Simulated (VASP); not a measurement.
These are PBE GGA, VASP's PBE PAW potentials (set 64) (plane waves; VASP) values and carry that method's errors.

VASP input:

### KPOINTS
```
Automatic mesh
0
Gamma
8 8 8
0 0 0
```

POSCAR:
```
AlSb
1
    0.0000000000     3.1159988106     3.1159988106
    3.1159988106     0.0000000000     3.1159988106
    3.1159988106     3.1159988106     0.0000000000
Al Sb
1 1
Direct
  0.0000000000   0.0000000000   0.0000000000
  0.2500000000   0.2500000000   0.2500000000
```

### INCAR
```
LWAVE=.False.
ISIF=2
GGA=PE   # PBE
LORBIT=11
LASPH=.True.   # aspherical one-centre terms
ALGO=Normal   # blocked Davidson
NELM=100
LREAL=.False.   # projection in real space or not
LMAXMIX=4
PREC=Accurate
SYSTEM=AlSb
NEDOS=601
EDIFF=1E-7
ISMEAR=-5
LCHARG=.True.
ENCUT=520   # plane-wave cut-off (eV)
```

POTCAR, in this order: Al Sb (PBE.64 set). Program: vasp_std.

Output

OSZICAR:
```
       N       E                     dE             d eps       ncg     rms          rms(c)
DAV:   1     0.165924445049E+02    0.16592E+02   -0.28443E+03   464   0.729E+02
DAV:   2    -0.777651449177E+01   -0.24369E+02   -0.24145E+02   640   0.882E+01
DAV:   3    -0.828468237312E+01   -0.50817E+00   -0.50817E+00   544   0.162E+01
DAV:   4    -0.828932359149E+01   -0.46412E-02   -0.46412E-02   728   0.197E+00
DAV:   5    -0.828933907921E+01   -0.15488E-04   -0.15488E-04   576   0.883E-02    0.329E+00
DAV:   6    -0.823004594790E+01    0.59293E-01   -0.90561E-02   528   0.143E+00    0.203E+00
DAV:   7    -0.821219693456E+01    0.17849E-01   -0.83518E-02   560   0.155E+00    0.407E-01
DAV:   8    -0.821295613184E+01   -0.75920E-03   -0.64910E-03   472   0.466E-01    0.897E-02
DAV:   9    -0.821327251045E+01   -0.31638E-03   -0.51608E-04   592   0.153E-01    0.275E-02
DAV:  10    -0.821331361354E+01   -0.41103E-04   -0.38813E-05   624   0.370E-02    0.140E-02
DAV:  11    -0.821334413398E+01   -0.30520E-04   -0.55399E-05   512   0.493E-02    0.437E-03
DAV:  12    -0.821334465448E+01   -0.52049E-06   -0.66091E-07   672   0.602E-03    0.217E-03
DAV:  13    -0.821334479284E+01   -0.13836E-06   -0.70146E-08   520   0.189E-03    0.125E-03
DAV:  14    -0.821334482771E+01   -0.34872E-07   -0.27719E-08   320   0.804E-04
   1 F= -.82133448E+01 E0= -.82133448E+01  d E =0.000000E+00
```

File OUTCAR:
```
------------------------ aborting loop because EDIFF is reached ----------------------------------------
  FORCE on cell =-STRESS in cart. coord.  units (eV):
  Direction    XX          YY          ZZ          XY          YZ          ZX
  --------------------------------------------------------------------------------------
  Total        0.0026259      0.0026259      0.0026259      0.0000000      0.0000000     -0.0000000
  in kB        0.0695281      0.0695281      0.0695281      0.0000000      0.0000000     -0.0000000
  external PRESSURE =       0.0695281 kB  Pullay stress =       0.0000000 kB
  volume of cell :       60.51
      direct lattice vectors                 reciprocal lattice vectors
     0.000000000  3.115998811  3.115998811    -0.160462192  0.160462192  0.160462192
     3.115998811  0.000000000  3.115998811     0.160462192 -0.160462192  0.160462192
     3.115998811  3.115998811  0.000000000     0.160462192  0.160462192 -0.160462192
 POSITION                                       TOTAL-FORCE (eV/Angst)
 -----------------------------------------------------------------------------------
      0.00000      0.00000      0.00000         0.000000      0.000000      0.000000
      1.55800      1.55800      1.55800        -0.000000     -0.000000     -0.000000
 -----------------------------------------------------------------------------------
    total drift:                               -0.000000     -0.000000     -0.000000
  FREE ENERGIE OF THE ION-ELECTRON SYSTEM (eV)
  ---------------------------------------------------
  free  energy   TOTEN  =        -8.2133448277 eV

  energy  without entropy=       -8.2133448277  energy(sigma->0) =       -8.21334483

 total charge

# of ion       s       p       d       tot
------------------------------------------
    1        0.418   0.342   0.000   0.759
    2        1.112   1.390   0.022   2.524
--------------------------------------------------
tot          1.530   1.731   0.022   3.283
```
(Selected blocks of OUTCAR.)

The compound is AlSb in the zinc blende structure. It was relaxed first.
